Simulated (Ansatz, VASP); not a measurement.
# FeSb in two plane-wave programs, part 2 of 2

One calculation is typed for both programs; each brings its own data sets. How far apart do they land? The two relaxations start from unlike cells of this crystal (the structure described is Ansatz's start), so only their ends are compared.

VASP 6.6.1 and Ansatz 0.2.0.

So far: Set-up; Ansatz: relaxation of cell and atoms, LDA, DFT+U.

### 3. VASP: relaxation of cell and atoms, LDA, DFT+U

Level of this step: LDA, DFT+U (Fe d 5.3 eV), spin-polarised from a ferrimagnetic start; plane waves and PAW (Fe, Sb) (VASP).

Its own start cell and the same functional (in two slightly different forms), mesh and smearing now go to VASP, with its own data sets.

Lines of VASP's logs that name or quote its potential files are left out, and so is its time.

INCAR

```
SYSTEM = FeSb
PREC = Accurate
ENCUT = 600
EDIFF = 1E-07
NELM = 200
ISMEAR = 0
SIGMA = 0.1
LREAL = .FALSE.
ALGO = Normal
GGA = CA
NBANDS = 22
ISPIN = 2
MAGMOM = 3.11 -2.77 0.07 0.07
LDAU = .TRUE.
LDAUTYPE = 2
LDAUL = 2 -1
LDAUU = 5.3 0
LDAUJ = 0 0
LDAUPRINT = 1
LASPH = .TRUE.
LMAXMIX = 4
LORBIT = 11
LWAVE = .FALSE.
LCHARG = .FALSE.
ISIF = 3
IBRION = 2
NSW = 80
EDIFFG = -0.005
GGA_COMPAT = .FALSE.
NELMIN = 4
KPAR = 2
```

POSCAR

```
FeSb
1.0
    4.1527982911      0.0000000000      0.0000000000
   -2.0763991456      3.5964286681      0.0000000000
    0.0000000000      0.0000000000      5.3146514380
Fe Sb
2 2
Direct
    0.0000000000      0.0000000000      0.0000000000
    0.0000000000      0.0000000000      0.5000000000
    0.6666666667      0.3333333333      0.2499333975
    0.3333333333      0.6666666667      0.7500666025
```

KPOINTS

```
Automatic mesh
0
Gamma
12 12 8
0 0 0
```

PAW data sets: Fe and Sb (LDA family, release 64).

Command:

```sh
> mpirun -np 2 vasp_std
```

Numbers of over 12 decimals in the logs are rounded to 6 here.

Log:

```text
[banner, memory and clock lines left out]
running    2 mpi-ranks, on    1 nodes
 distrk:  each k-point on    1 cores,    2 groups
 distr:  one band on    1 cores,    1 groups

 POSCAR found type information on POSCAR FeSb
 POSCAR found :  2 types and       4 ions
 LDA part: xc-table for (Slater(with rela. corr.)+CA(PZ))
 , standard interpolation
 POSCAR, INCAR and KPOINTS ok, starting setup
 FFT: planning ... GRIDC
 FFT: planning ... GRID_SOFT
 FFT: planning ... GRID
 WAVECAR not read
 entering main loop
       N       E                     dE             d eps       ncg     rms          rms(c)
DAV:   1     0.173733864627E+03    0.17373E+03   -0.11022E+04 11536   0.125E+03
DAV:   2    -0.832136760073E+01   -0.18206E+03   -0.17463E+03 11546   0.267E+02
DAV:   3    -0.200711013147E+02   -0.11750E+02   -0.11234E+02 14432   0.887E+01
DAV:   4    -0.204056500555E+02   -0.33455E+00   -0.33332E+00 13336   0.132E+01
DAV:   5    -0.204176491307E+02   -0.11999E-01   -0.11996E-01 16688   0.280E+00    0.187E+01
DAV:   6    -0.214142430826E+02   -0.99659E+00   -0.34610E+01 13236   0.128E+02    0.277E+01
DAV:   7    -0.198620598648E+02    0.15522E+01   -0.19781E+01 13810   0.692E+01    0.140E+01
DAV:   8    -0.194122092410E+02    0.44985E+00   -0.48456E+00 16176   0.377E+01    0.661E+00
DAV:   9    -0.195278950981E+02   -0.11569E+00   -0.88920E-01 17002   0.124E+01    0.269E+00
DAV:  10    -0.196343058242E+02   -0.10641E+00   -0.21100E-01 17744   0.332E+00    0.134E+00
DAV:  11    -0.196916329437E+02   -0.57327E-01   -0.97349E-02 17558   0.311E+00    0.103E+00
DAV:  12    -0.197415447815E+02   -0.49912E-01   -0.12890E-01 18536   0.330E+00    0.828E-01
DAV:  13    -0.197717076699E+02   -0.30163E-01   -0.63248E-02 17878   0.188E+00    0.625E-01
DAV:  14    -0.197934798394E+02   -0.21772E-01   -0.53834E-02 17634   0.196E+00    0.499E-01
[...]
DAV:  22    -0.197954792930E+02    0.65556E-03   -0.52654E-03 18184   0.410E-01    0.129E-01
DAV:  23    -0.197948614578E+02    0.61784E-03   -0.56546E-03 17708   0.386E-01    0.970E-02
DAV:  24    -0.197944253541E+02    0.43610E-03   -0.84160E-03 17782   0.439E-01    0.413E-02
DAV:  25    -0.197943772399E+02    0.48114E-04   -0.12172E-03 17584   0.158E-01    0.168E-02
DAV:  26    -0.197943754816E+02    0.17583E-05   -0.55519E-05 17100   0.438E-02    0.623E-03
DAV:  27    -0.197943732344E+02    0.22472E-05   -0.64147E-05 17300   0.433E-02    0.288E-03
DAV:  28    -0.197943733642E+02   -0.12987E-06   -0.14122E-06 13246   0.105E-02    0.190E-03
DAV:  29    -0.197943733942E+02   -0.29937E-07   -0.92120E-08  7168   0.478E-03
   1 F= -.19794373E+02 E0= -.19786836E+02  d E =-.197944E+02  mag=     0.2030
[...]
2 F= -.19811369E+02 E0= -.19804506E+02  d E =-.169957E-01  mag=     0.1856
[...]
3 F= -.19811846E+02 E0= -.19804993E+02  d E =-.174725E-01  mag=     0.1948
[...]
4 F= -.19811838E+02 E0= -.19804986E+02  d E =-.174651E-01  mag=     0.1936
[...]
5 F= -.19811891E+02 E0= -.19805037E+02  d E =-.528724E-04  mag=     0.1933
[...]
6 F= -.19811899E+02 E0= -.19805039E+02  d E =-.606275E-04  mag=     0.1930
 curvature:  -0.73 expect dE=-0.296E-04 dE for cont linesearch -0.298E-08
 trial: gam= 0.48754 g(F)=  0.158E-04 g(S)=  0.245E-04 ort = 0.575E-06 (trialstep = 0.108E+01)
 search vector abs. value=  0.602E-04
 bond charge predicted
       N       E                     dE             d eps       ncg     rms          rms(c)
DAV:   1    -0.198119740161E+02   -0.74905E-04   -0.18096E-03 13514   0.507E-01    0.678E-02
DAV:   2    -0.198119657655E+02    0.82507E-05   -0.73253E-04 15048   0.525E-01    0.840E-02
DAV:   3    -0.198119305458E+02    0.35220E-04   -0.13921E-04 14860   0.272E-01    0.186E-02
DAV:   4    -0.198119288551E+02    0.16907E-05   -0.19196E-05 17376   0.511E-02    0.827E-03
DAV:   5    -0.198119281055E+02    0.74952E-06   -0.47863E-06 16242   0.234E-02    0.689E-03
DAV:   6    -0.198119280332E+02    0.72337E-07   -0.13198E-06 14990   0.219E-02    0.380E-03
DAV:   7    -0.198119280525E+02   -0.19334E-07   -0.16724E-07  6828   0.736E-03
   7 F= -.19811928E+02 E0= -.19805061E+02  d E =-.289646E-04  mag=     0.1889
 trial-energy change:   -0.000029  1 .order   -0.000030   -0.000044   -0.000016
 step:   1.9343(harm=  1.6761)  dis= 0.00220  next Energy=   -19.811934 (dE=-0.347E-04)
 reached required accuracy - stopping structural energy minimisation
```

From OUTCAR (step 3):

```text
ion  position               nearest neighbor table
   1  0.000  0.000  0.000-   2 2.66   2 2.66   4 2.74   3 2.74   3 2.74   4 2.74   3 2.74   4 2.74

  LATTYP: Found a hexagonal cell.
 ALAT       =     4.1527982911
 C/A-ratio  =     1.2797759644

 Subroutine GETGRP returns: Found 12 space group operations
 (whereof 12 operations were pure point group operations)

The static configuration has the point symmetry D_3d.

 Found    131 irreducible k-points:

   k-points           NKPTS =    131   k-points in BZ     NKDIM =    131   number of bands    NBANDS=     22

   dimension x,y,z NGX =    36 NGY =   36 NGZ =   42
   dimension x,y,z NGXF=    72 NGYF=   72 NGZF=   84

   ENCUT  =  600.0 eV  44.10 Ry    6.64 a.u.   8.29  8.29 10.61*2*pi/ulx,y,z

   NELECT =      26.0000    total number of electrons

 k-points in reciprocal lattice and weights: Automatic mesh
   0.00000000  0.00000000  0.00000000       0.001
   0.08333333  0.00000000  0.00000000       0.005
   0.16666667  0.00000000  0.00000000       0.005
   0.25000000  0.00000000  0.00000000       0.005
   0.33333333  0.00000000  0.00000000       0.005
   0.41666667  0.00000000  0.00000000       0.005
   0.50000000  0.00000000  0.00000000       0.003
   0.08333333  0.08333333  0.00000000       0.005
   0.16666667  0.08333333  0.00000000       0.010
[...]
0.00000000  0.00000000  0.37500000       0.002
[...]
0.9380  0.0000  0.0000  0.0021 -0.0000
  0.0000  0.9447 -0.0000 -0.0000  0.0021
  0.0000 -0.0000  0.8904  0.0000 -0.0000
  0.0021 -0.0000  0.0000  0.9447 -0.0000
 -0.0000  0.0021 -0.0000 -0.0000  0.9380

 occupancies and eigenvectors

  o =  0.0346  v =  0.0001  0.7783  0.0000  0.0001  0.6279  0.0000  0.0000  0.0000  0.0000  0.0000      0.0000  0.0000  0.0000  0.0000  0.0000  0.0000  0.0000  0.0000  0.0000  0.0000
  o =  0.0346  v = -0.6279  0.0001  0.0000 -0.7783  0.0001  0.0000  0.0000  0.0000  0.0000  0.0000      0.0000  0.0000  0.0000  0.0000  0.0000  0.0000  0.0000  0.0000  0.0000  0.0000
  o =  0.3893  v =  0.0001 -0.6279  0.0000 -0.0001  0.7783  0.0000  0.0000  0.0000  0.0000  0.0000      0.0000  0.0000  0.0000  0.0000  0.0000  0.0000  0.0000  0.0000  0.0000  0.0000
  o =  0.3893  v = -0.7783 -0.0001  0.0000  0.6279  0.0001  0.0000  0.0000  0.0000  0.0000  0.0000      0.0000  0.0000  0.0000  0.0000  0.0000  0.0000  0.0000  0.0000  0.0000  0.0000
  o =  0.8697  v =  0.0000  0.0000  1.0000 -0.0000 -0.0000  0.0000  0.0000  0.0000  0.0000  0.0000      0.0000  0.0000  0.0000  0.0000  0.0000  0.0000  0.0000  0.0000  0.0000  0.0000
  o =  0.8904  v =  0.0000  0.0000  0.0000  0.0000  0.0000  0.0000  0.0000 -1.0000 -0.0000 -0.0000      0.0000  0.0000  0.0000  0.0000  0.0000  0.0000  0.0000  0.0000  0.0000  0.0000
  o =  0.9374  v =  0.0000  0.0000  0.0000  0.0000  0.0000  0.0002 -0.2778 -0.0000 -0.0000  0.9607      0.0000  0.0000  0.0000  0.0000  0.0000  0.0000  0.0000  0.0000  0.0000  0.0000
  o =  0.9374  v =  0.0000  0.0000  0.0000  0.0000  0.0000  0.9607  0.0000  0.0000 -0.2778 -0.0002      0.0000  0.0000  0.0000  0.0000  0.0000  0.0000  0.0000  0.0000  0.0000  0.0000
  o =  0.9453  v =  0.0000  0.0000  0.0000  0.0000  0.0000 -0.0000 -0.9607  0.0000 -0.0002 -0.2778      0.0000  0.0000  0.0000  0.0000  0.0000  0.0000  0.0000  0.0000  0.0000  0.0000
  o =  0.9453  v =  0.0000  0.0000  0.0000  0.0000  0.0000 -0.2778  0.0002 -0.0000 -0.9607  0.0000      0.0000  0.0000  0.0000  0.0000  0.0000  0.0000  0.0000  0.0000  0.0000  0.0000

 average (electrostatic) potential at core
       1 -42.3166       2 -42.2256       3 -85.6951       4 -85.6951

 E-fermi :   7.6526

 spin component 1
 k-point     1 :       0.0000    0.0000    0.0000
  band No.  band energies     occupation
    ...
      7       2.5556      1.00000
      8       3.0028      1.00000
      9       6.2112      1.00000
     10       6.2112      1.00000
     11       7.0638      1.00000
     12       8.0290      0.00000
     13       8.0290      0.00000
     14       9.5817      0.00000
     15       9.5817      0.00000
     16      10.4203      0.00000
    ...

 k-point     2 :       0.0833    0.0000    0.0000
  band No.  band energies     occupation
    ...
      8       3.0071      1.00000
      9       5.9691      1.00000
     10       6.1515      1.00000
     11       6.9921      1.00000
     12       7.5457      0.93482
     13       7.8370      0.00456
     14       9.5368      0.00000
     15       9.7281      0.00000
     16       9.9207      0.00000
     17      10.5982      0.00000
    ...

 k-point     3 :       0.1667    0.0000    0.0000
  band No.  band energies     occupation
    ...
      9       5.2508      1.00000
     10       5.9590      1.00000
     11       6.5842      1.00000
     12       7.0959      1.00000
     13       7.5228      0.96681
     14       9.2179      0.00000
     15       9.5030      0.00000
     16       9.7935      0.00000
     17      10.8924      0.00000
     18      10.9017      0.00000
    ...

 k-point     4 :       0.2500    0.0000    0.0000
  band No.  band energies     occupation
    ...
      9       4.3937      1.00000
     10       5.6461      1.00000
     11       6.0420      1.00000
     12       6.8907      1.00000
     13       7.3120      1.00000
     14       8.4945      0.00000
     15       9.3658      0.00000
     16       9.6851      0.00000
     17      10.4374      0.00000
     18      11.3700      0.00000
    ...

 k-point     5 :       0.3333    0.0000    0.0000
  band No.  band energies     occupation
    ...
      9       4.0135      1.00000
     10       5.3018      1.00000
     11       5.5528      1.00000
     12       6.5617      1.00000
     13       7.2093      1.00000
     14       7.7960      0.02134
     15       9.2357      0.00000
     16       9.5708      0.00000
     17       9.8772      0.00000
     18      11.7665      0.00000
    ...

 k-point     6 :       0.4167    0.0000    0.0000
  band No.  band energies     occupation
    ...
     10       5.0356      1.00000
     11       5.1093      1.00000
     12       5.9657      1.00000
     13       7.1663      1.00000
     14       7.3812      0.99994
     15       9.0555      0.00000
     16       9.5020      0.00000
     17       9.5663      0.00000
     18      12.0121      0.00000
     19      12.1022      0.00000
    ...

  Total       -0.0126913     -0.0126913     -0.0031701      0.0000000      0.0000000      0.0000000
  in kB       -0.2644667     -0.2644667     -0.0660609      0.0000000      0.0000000      0.0000000
  external PRESSURE =      -0.1983314 kB  Pullay stress =       0.0000000 kB

  energy-cutoff  :      600.00
  volume of cell :       76.89
      direct lattice vectors                 reciprocal lattice vectors
     4.106161648  0.000000000  0.000000000     0.243536442  0.140605836 -0.000000000
    -2.053080824  3.556040155  0.000000000    -0.000000000  0.281211673 -0.000000000
     0.000000000  0.000000000  5.265538757    -0.000000000 -0.000000000  0.189914090

 POSITION                                       TOTAL-FORCE (eV/Angst)
 -----------------------------------------------------------------------------------
      0.00000      0.00000      0.00000        -0.000000     -0.000000      0.000000
      0.00000      0.00000      2.63277        -0.000000      0.000000      0.000000
      2.05308      1.18535      1.31010        -0.000000     -0.000000     -0.004678
     -0.00000      2.37069      3.95544         0.000000      0.000000      0.004678
 -----------------------------------------------------------------------------------
    total drift:                                0.000000     -0.000000      0.000000

  FREE ENERGIE OF THE ION-ELECTRON SYSTEM (eV)
  ---------------------------------------------------
  free  energy   TOTEN  =       -19.8119280525 eV

  energy  without entropy=      -19.7981933842  energy(sigma->0) =      -19.80506072

 reached required accuracy - stopping structural energy minimisation

 total charge
# of ion       s       p       d       tot
------------------------------------------
    1        0.394   0.426   6.333   7.153
    2        0.395   0.422   6.346   7.164
    3        1.154   1.296   0.054   2.503
    4        1.154   1.296   0.054   2.503
--------------------------------------------------
tot          3.096   3.440  12.788  19.323

 magnetization (x)
# of ion       s       p       d       tot
------------------------------------------
    1        0.018   0.035   3.041   3.094
    2       -0.021  -0.033  -2.933  -2.988
    3        0.005   0.024  -0.001   0.027
    4        0.005   0.024  -0.001   0.027
--------------------------------------------------
tot          0.006   0.049   0.105   0.160

[... 6 further parts left out ...]
```

The magnetic state follows from one typed start and may not be the lowest. A U on the itinerant d states of such a compound is hard to justify; it moves the bands at the Fermi level and favours large moments. The run keeps the 12 symmetry operations of its start, so it cannot find a distortion of lower symmetry.

### 4. Side by side

Known differences besides the potentials themselves: VASP starts from the moments at which Ansatz ended; U acts on the PAW sphere in VASP and on atomic orbitals in Ansatz, so only states and trends compare; the two LDA forms differ slightly; the data sets hold 62 valence electrons in Ansatz (on its default PAW (the set named soft_2) files) and 26 in VASP; the cutoff is 420 eV in Ansatz and 600 eV in VASP; VASP's log shows a relativistic correction to its local exchange, Ansatz's none; Ansatz adds a Pulay correction to the stress that steers its cell, VASP none; site moments are counted in spheres of each program's own size. Total energies have different zeros and are not compared.

Compared:

```
                                         quantity  Ansatz   VASP  difference
                                      volume (Å³)   80.41  76.89     +4.59 %
edge a after relaxation, in the typed setting (Å)   4.119  4.106     +0.32 %
edge c after relaxation, in the typed setting (Å)   5.472  5.266     +3.92 %
                                total moment (μB)    0.66   0.19       +0.47
                               moment on Fe1 (μB)    3.11   3.09       +0.01
                               moment on Fe2 (μB)   -2.77  -2.99       +0.22
                               moment on Sb3 (μB)    0.07   0.03       +0.04
                               moment on Sb4 (μB)    0.07   0.03       +0.04
```

By their total or site moments the two runs ended in different magnetic states: Ansatz left the typed order; the other differences may follow from that, so they don't measure the programs' precision.

### 5. Outcome

* difference in total moment (relaxation of cell and atoms, LDA, DFT+U): 0.47 μB
* difference in volume (relaxation of cell and atoms, LDA, DFT+U): 4.6 %

**Reading.** The difference in volume is 4.6 % (relaxation of cell and atoms, LDA, DFT+U). The data sets hold unlike numbers of valence electrons (62 in Ansatz and 26 in VASP), so part of the differences comes from the potentials. The runs of the relaxation of cell and atoms, LDA, DFT+U pair ended with unlike moments, so it says little about numerical agreement. By the marks of this series, far apart in the relaxation of cell and atoms, LDA, DFT+U pair: the difference in volume, 4.6 %. What causes the difference of the relaxation of cell and atoms, LDA, DFT+U pair stays open here. How closely two codes agree says nothing of how well the functional describes the real material.

[Lines on the potential files, build, host, timing and source positions are cut from VASP's logs without a mark.]

[Logs are printed without paths, hosts, clocks, repeated set-up lines and the standing remarks that a program may print on its own settings, such as how far it seeks lower states.]

[Hosts, paths, dates, database ids (printed as entryN), source tags and the programs' standing remarks are cut or masked in the printed files.]
